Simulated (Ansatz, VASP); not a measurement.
**One calculation of W, two programs**

```
W
1.0
     0.00000    1.86001    2.41801
     1.86001    0.00000    2.41801
     1.86001    1.86001    0.00000
W
1
Direct
  0.00000 0.00000 0.00000
```

Alike in both runs: task single point; functional LDA; k mesh 22 × 22 × 22; occupations gaussian, width 0.15 eV; no spin polarisation.

```csv
,VASP,Ansatz
version,VASP 6.6.1,Ansatz 0.2.0
potentials or method,"VASP PAW LDA potentials, release 64 (W_sv)","scalar-relativistic, plane waves, PAW"
plane-wave cutoff (eV),520,420
valence electrons in the cell,14,14
```

VASP gave:

```
gap on the k mesh at the Fermi level (eV)       : none
pressure (GPa)                                  : -13.2
largest component of the traceless stress (GPa) : 12.32
```

Problem. What did Ansatz give for the same quantities?

Solution. gap on the k mesh at the Fermi level (eV): none; pressure (GPa): -14.7; largest component of the traceless stress (GPa): 11.93.

A gap of «none» marks a metal or a gap that the smearing closes.

Spin-orbit coupling is left out, which matters for the levels of W.
